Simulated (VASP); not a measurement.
Wanted: the native input for a VASP 6.6.1 run.

```yaml
Task: relaxation of the atoms
Functional: PBE
Dispersion: D3(BJ)
Potentials_or_basis: VASP PAW PBE potentials, release 64 (Na_pv, Cl)
Cutoff: 600 eV
k_mesh: 8 × 8 × 8
Occupations: gaussian, width 0.03 eV
Spin: no spin polarisation
Further_INCAR_settings: ALGO = Normal; EDIFF = 1e-07; IBRION = 2; EDIFFG = -0.01; NSW = 40
```

The structure of NaCl lies in POSCAR:

```
NaCl                                    
1.0
    0.0000000000      2.8272341370      2.8272341370
    2.8272341370      0.0000000000      2.8272341370
    2.8272341370      2.8272341370      0.0000000000
  Na              Cl            
     1     1
Direct
     1.0000000000000000    0.0000000000000000    1.0000000000000000
     0.5000000000000000    0.5000000000000000    0.5000000000000000
```

The cell isn't the ideal one: a relaxed cell with its volume scaled by 1.04.

These files were run (other wordings do the same):

INCAR

```
  PREC = Accurate
  ENCUT = 600
  EDIFF = 1E-7
  ISMEAR = 0
  SIGMA = 0.03
  LREAL = False
  LASPH = True
  NELM = 80
  ALGO = Normal
  ISIF = 2
  LWAVE = False
  LCHARG = False
  GGA = PE
  IVDW = 12
  IBRION = 2
  NSW = 40
  EDIFFG = -0.01
```

KPOINTS

```
Automatic mesh
0
Gamma
  8 8 8
```

Potentials or basis: VASP PAW PBE potentials, release 64 (Na_pv, Cl).

The run is started by

```bash
$ cat potpaw_PBE.64/Na_pv/POTCAR potpaw_PBE.64/Cl/POTCAR > POTCAR
$ mpirun -np 1 vasp_std > vasp.out
```

Results of the run:

The pressure after relaxing is -1.0 GPa, the band gap on the k mesh is 5.08 eV, direct and the dispersion energy per atom is -0.213 eV.

Caveat: the relaxation stopped at its first step, so nothing moved.

Run time: 6 s on 1 thread of Intel(R) Xeon(R) 6975P-C (Granite Rapids) (shared host), peak memory 0.18 GiB.
